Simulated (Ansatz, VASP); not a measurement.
TiC: VASP beside Ansatz

File INCAR:

```
PREC = Accurate
ENCUT = 520
EDIFF = 1E-7
ISMEAR = -1
SIGMA = 0.03
LREAL = F
LASPH = T
NELM = 60
ALGO = Normal
ISIF = 2
LWAVE = F
LCHARG = T
GGA = PE
LELF = T
LVHAR = T
NBANDS = 15
```

KPOINTS

```
regular mesh
0
Gamma
  16 16 16
```

The input POSCAR:

```
TiC
1.0
    0.0000000000      2.1494760724      2.1494760724
    2.1494760724      0.0000000000      2.1494760724
    2.1494760724      2.1494760724      0.0000000000
Ti C
1 1
Direct
    0.0000000000      0.0000000000      0.0000000000
    0.5000000000      0.5000000000      0.5000000000
```

Input for Ansatz:

```yaml
crystal:
  lattice:
    - [0.0, 2.1494760724, 2.1494760724]
    - [2.1494760724, 0.0, 2.1494760724]
    - [2.1494760724, 2.1494760724, 0.0]
  atoms:
    - { symbol: Ti, position: [0.0, 0.0, 0.0] }
    - { symbol: C, position: [0.5, 0.5, 0.5] }
kpoints:
  mp_grid: { grid: [16, 16, 16] }
  band_path:
    path:
      - [0.0, 0.0, 0.0]
      - [0.5, 0.0, 0.5]
      - [0.625, 0.25, 0.625]
      - [0.375, 0.375, 0.75]
      - [0.0, 0.0, 0.0]
      - [0.5, 0.5, 0.5]
      - [0.5, 0.25, 0.75]
      - [0.5, 0.0, 0.5]
    npoints: 5
scf:
  occupations: { method: fermi_dirac, width: 0.03 }
hamiltonian:
  xc: pbe
  pseudopotentials: { kind: all_electron, lapw: { basis_error: 0.001 } }
output:
  forces: true
  stress: true
  eigenvalues: true
```

Change from the starting cell: volume scaled by 0.98.

Alike in both runs: task single point; functional PBE; k mesh 16 × 16 × 16; occupations fermi-dirac, width 0.03 eV; no spin polarisation.

|  | VASP | Ansatz |
| --- | --- | --- |
| version | VASP 6.6.1 | Ansatz 0.2.0 |
| potentials or method | VASP PAW PBE potentials, release 64 (Ti_sv, C) | all-electron LAPW, scalar-relativistic |
| plane-wave cutoff (eV) | 520 | see its input |

VASP gave:

```
pressure (GPa) : 6.4
```

**Question.** Which values does Ansatz return?

**Answer.** Pressure (GPa): 6.2.

Ansatz ran all-electron here, so the differences hold the error of VASP's frozen core and of both bases.
